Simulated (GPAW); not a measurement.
# GaP (F-43m) in GPAW: a series of runs, part 2 of 2

GPAW 26.7.0.

### 4 Relaxation of cell and atoms, PBEsol, target pressure 30 GPa, at which the enthalpy is minimised

File run.py:

```python
from ase import Atoms
from ase.filters import FrechetCellFilter
from ase.io import write
from ase.optimize import BFGS
from ase.units import GPa
from gpaw import GPAW, PW, setup_paths

setup_paths.insert(0, '.')

atoms = Atoms(['Ga', 'P'],
              cell=[[0.0, 2.72525, 2.72525],
                    [2.72525, 0.0, 2.72525],
                    [2.72525, 2.72525, 0.0]],
              scaled_positions=[[0.0, 0.0, 0.0],
                                [0.75, 0.75, 0.75]],
              pbc=True)

calc = GPAW(mode=PW(600),
            xc='PBEsol',
            kpts={'size': (8, 8, 8), 'gamma': True},
            occupations={'name': 'fermi-dirac', 'width': 0.05},
            nbands=11,
            convergence={'density': 1e-05, 'forces': 0.0001},
            maxiter=150,
            txt='gpaw.txt')
atoms.calc = calc
opt = BFGS(FrechetCellFilter(atoms, scalar_pressure=30 * GPa), trajectory='relax.traj', logfile='-')
done = opt.run(fmax=0.02, steps=60)
calc.write('gs.gpw')
write('result.traj', atoms)
print('Converged:', done)
print('Cell:', atoms.cell.cellpar().round(4))
print('Volume:', round(atoms.get_volume(), 4))
print(atoms.get_scaled_positions().round(5))
```

Potentials or basis: PAW data sets generated in the run's folder for this functional, pw.

Command:

```
$ gpaw-setup -f PBEsol Ga P
$ OMP_NUM_THREADS=1 python run.py
```

gpaw.txt:

```text
__  _  _
 | _ |_)|_||  |
 |__||  | ||/\| - 26.7.0

Input parameters:
  mode=PW(ecut=600.0),
  convergence={'density': 1e-05, 'forces': 0.0001},
  kpts=MonkhorstPack(size=(8, 8, 8), gamma=True),
  maxiter=150,
  nbands=11,
  occupations=Occupations(name='fermi-dirac', width=0.05),
  xc=XC(name='PBEsol')

Diagonalizing LCAO Hamiltonian
Converting LCAO to pw mode

                    P

       Ga

Atoms  # Å, Bohr magnetons
|   | symbol |        x |        y |        z |    initial magnetic moments |
|---|--------|----------|----------|----------|-----------------------------|
| 0 |     Ga | 0.000000 | 0.000000 | 0.000000 | ( 0.0000,  0.0000,  0.0000) |
| 1 |      P | 4.087875 | 4.087875 | 4.087875 | ( 0.0000,  0.0000,  0.0000) |

Unit cell  # Å
| periodic |        x |        y |        z |  lengths |    angles |
|----------|----------|----------|----------|----------|-----------|
|      yes | 0.000000 | 2.725250 | 2.725250 | 3.854086 | 60.000000 |
|      yes | 2.725250 | 0.000000 | 2.725250 | 3.854086 | 60.000000 |
|      yes | 2.725250 | 2.725250 | 0.000000 | 3.854086 | 60.000000 |

Number of symmetries: 24
Symmetry operations  # r_c * U_cc + t_c -> r_c
[... 730 lines left out ...]
| 1 |      P |  3.831730 | 3.831730 |  3.831730 | ( 0.0000,  0.0000,  0.0000) |

Unit cell  # Å
| periodic |         x |         y |        z |  lengths |    angles |
|----------|-----------|-----------|----------|----------|-----------|
|      yes | -0.000000 |  2.554486 | 2.554486 | 3.612589 | 60.000000 |
|      yes |  2.554486 | -0.000000 | 2.554486 | 3.612589 | 60.000000 |
|      yes |  2.554486 |  2.554486 | 0.000000 | 3.612589 | 60.000000 |

Number of symmetries: 24
Symmetry operations  # r_c * U_cc + t_c -> r_c
|    | kind |            matrix            |
|----|------|------------------------------|
|  0 |  E   |  1, 0, 0,  0, 1, 0,  0, 0, 1 |
|  1 |  σ   |  1, 0, 0,  0, 0, 1,  0, 1, 0 |
|  2 |  σ   |  1, 0,-1,  0, 1,-1,  0, 0,-1 |
|  3 |  C3  |  1, 0,-1,  0, 0,-1,  0, 1,-1 |
|  4 |  C3  |  1,-1, 0,  0,-1, 1,  0,-1, 0 |
|  5 |  σ   |  1,-1, 0,  0,-1, 0,  0,-1, 1 |
|  6 |  σ   |  0, 1, 0,  1, 0, 0,  0, 0, 1 |
|  7 |  C3  |  0, 1, 0,  0, 0, 1,  1, 0, 0 |
|  8 |  C2  |  0, 1,-1,  1, 0,-1,  0, 0,-1 |
[... 218 lines left out ...]
       Ga

Atoms  # Å, Bohr magnetons
|   | symbol |         x |         y |         z |    initial magnetic moments |
|---|--------|-----------|-----------|-----------|-----------------------------|
| 0 |     Ga | -0.000000 | -0.000000 | -0.000000 | ( 0.0000,  0.0000,  0.0000) |
| 1 |      P |  3.829127 |  3.829127 |  3.829127 | ( 0.0000,  0.0000,  0.0000) |

Unit cell  # Å
| periodic |         x |         y |         z |  lengths |    angles |
|----------|-----------|-----------|-----------|----------|-----------|
|      yes | -0.000000 |  2.552752 |  2.552752 | 3.610136 | 60.000000 |
|      yes |  2.552752 | -0.000000 |  2.552752 | 3.610136 | 60.000000 |
|      yes |  2.552752 |  2.552752 | -0.000000 | 3.610136 | 60.000000 |

Number of symmetries: 24
Symmetry operations  # r_c * U_cc + t_c -> r_c
|    | kind |            matrix            |
|----|------|------------------------------|
|  0 |  E   |  1, 0, 0,  0, 1, 0,  0, 0, 1 |
|  1 |  σ   |  1, 0, 0,  0, 0, 1,  0, 1, 0 |
|  2 |  σ   |  1, 0,-1,  0, 1,-1,  0, 0,-1 |
|  3 |  C3  |  1, 0,-1,  0, 0,-1,  0, 1,-1 |
|  4 |  C3  |  1,-1, 0,  0,-1, 1,  0,-1, 0 |
|  5 |  σ   |  1,-1, 0,  0,-1, 0,  0,-1, 1 |
|  6 |  σ   |  0, 1, 0,  1, 0, 0,  0, 0, 1 |
|  7 |  C3  |  0, 1, 0,  0, 0, 1,  1, 0, 0 |
|  8 |  C2  |  0, 1,-1,  1, 0,-1,  0, 0,-1 |
[... 207 lines left out ...]
Forces  # eV/Ang
|        x |        y |        z |
|----------|----------|----------|
|  0.00000 |  0.00000 |  0.00000 |  # Ga   0
| -0.00000 | -0.00000 | -0.00000 |  # P    1

# Writing to gs.gpw (mode='')
```

It took 46 s on 1 thread of Arm Neoverse V1, shared host; peak memory 0.18 GiB.

Results:

```yaml
Free_energy: -9.2165 eV
Relaxed_volume: 16.64 Å³/atom
Relaxed_cell: a = 3.610 Å, b = 3.610 Å, c = 3.610 Å, α = 60.00°, β = 60.00°, γ = 60.00°
Space_group_after_relaxing_to_0.05_Å: F-43m (No. 216)
Energy_change_on_relaxing_the_enthalpy_is_what_falls: +304.0 meV/atom
Ionic_steps: 5
Pressure_after_relaxing: 30.0 GPa
Band_gap_on_the_k_mesh: 1.05 eV, indirect (least direct gap 3.49 eV)
```

The path:
```tsv
step	energy change (eV)	largest force (eV/Å)	pressure (GPa)	volume (Å³)
1	0.0000	0.0000	1.54	40.48
2	0.1046	0.0000	10.16	37.48
3	0.7474	0.0000	34.50	32.58
4	0.5953	0.0000	29.57	33.34
5	0.6080	0.0000	29.99	33.27
```

Final structure:
```xyz
2
Lattice="0.0000 2.5528 2.5528 2.5528 0.0000 2.5528 2.5528 2.5528 0.0000" Properties=species:S:1:pos:R:3 pbc="T T T"
Ga    0.0000    0.0000    0.0000
P     3.8291    3.8291    3.8291
```

Levels at points of the mesh, in eV from the valence-band top:
| k point | band 1 | band 2 | band 3 | band 4 | band 5 | band 6 | band 7 |
| --- | --- | --- | --- | --- | --- | --- | --- |
| (0.00, 0.00, 0.00) | -14.16 | 0.00 | 0.00 | 0.00 | 3.49 | 3.76 | 3.76 |
| (0.50, 0.50, 0.00) | -10.43 | -7.82 | -3.47 | -3.47 | 1.05 | 1.45 | 12.03 |
| (0.50, 0.50, 0.50) | -11.61 | -7.96 | -1.45 | -1.45 | 2.26 | 4.56 | 4.56 |

Caveat: the data sets keep Ga 3d, Li 1s and Be 1s frozen, and some such compounds lay over 1.5 % in volume off other programs; later steps reuse the first step's grids; the volume moved by over 15 % at a fixed basis, so the end points are rough. As with any semilocal functional, this PBEsol gap is likely too small.

### 5 Summary

```csv
cell,target pressure,gap on the mesh (eV),pressure (GPa)
relaxed to 10 GPa,10 GPa,1.36,10.0
relaxed to 20 GPa,20 GPa,1.19,20.0
relaxed to 30 GPa,30 GPa,1.05,30.0
```

Alike in all rows: task relaxation of cell and atoms; level PBEsol; potentials or basis PAW data sets generated in the run's folder for this functional, pw; no spin polarisation; k mesh 8 × 8 × 8; cutoff (eV) 600; smearing fermi-dirac 0.05 eV.

Caveats: the data sets keep Ga 3d, Li 1s and Be 1s frozen, and some such compounds lay over 1.5 % in volume off other programs; later steps reuse the first step's grids; the volume moved by over 15 % at a fixed basis, so the end points are rough (some runs).

Absolute energies hang on the potentials; compare differences alone.
